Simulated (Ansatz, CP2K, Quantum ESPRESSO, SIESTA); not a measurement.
## One calculation of MoS2, 5 ways

```
CELL_PARAMETERS angstrom
3.18413 0.00000 0.00000
-1.59206 2.75753 0.00000
0.00000 0.00000 17.33460
ATOMIC_POSITIONS crystal
Mo 0.00000 0.00000 0.00000
S 0.33333 0.66667 0.91051
S 0.33333 0.66667 0.08949
```

Measurements of this composition are mostly on another form, of space group No. 194.

The cell holds a layer with vacuum beside it, so values per volume hang on the cell's height.

Alike in all runs: task band structure; functional LDA; k mesh 10 × 10 × 2; occupations fermi-dirac, width 0.05 eV; no spin polarisation; no spin-orbit coupling. LDA stands for any of its common fits. Gaps are the smaller of the mesh's and the band path's.

| program and potentials | plane-wave cutoff (eV) | notes | band gap (eV) | largest force (eV/Å) |
| --- | --- | --- | --- | --- |
| Ansatz, Ansatz PAW | 420 | potentials made for PBE, which Ansatz adapts in part | 1.58 | 0.395 |
| Quantum ESPRESSO, GBRV 1.5 LDA | 612 | - | 1.58 | 0.391 |
| Ansatz, all-electron LAPW, scalar-relativistic | - | - | 1.58 | 0.390 |
| CP2K, GTH_POTENTIALS Mo GTH-PADE-q14, S GTH-PADE-q6; TZVP-MOLOPT-PBE-GTH basis | - | atomic basis | 1.57 | 0.067 |
| SIESTA, files PseudoDojo sr-lda-0.4.1-standard, DZP (energy shift 0.003 Ry; two zetas on semicore shells) | - | atomic basis | 1.57 | - |

Force on atom 2 (S), eV/Å:

```csv
program and potentials,x,y,z
"Ansatz, Ansatz PAW",0.000,0.000,0.395
"Quantum ESPRESSO, GBRV 1.5 LDA",0.000,0.000,0.391
"Ansatz, all-electron LAPW, scalar-relativistic",0.000,0.000,0.390
"CP2K, GTH_POTENTIALS Mo GTH-PADE-q14, S GTH-PADE-q6; TZVP-MOLOPT-PBE-GTH basis",0.000,0.000,0.067
```

The band gap spans 1.57 (SIESTA, files PseudoDojo sr-lda-0.4.1-standard, DZP (energy shift 0.003 Ry; two zetas on semicore shells)) to 1.58 eV (Ansatz, all-electron LAPW, scalar-relativistic), with all-electron results at 1.58. The paths' points differ, which is worth about 0.01 eV. Rows in atomic bases carry the error of their basis and grid, which can be large.

Differences between rows come from potentials, basis sets and numerical settings, since the functional is the same but for its coding. Runs on potential files found faulty are left out.
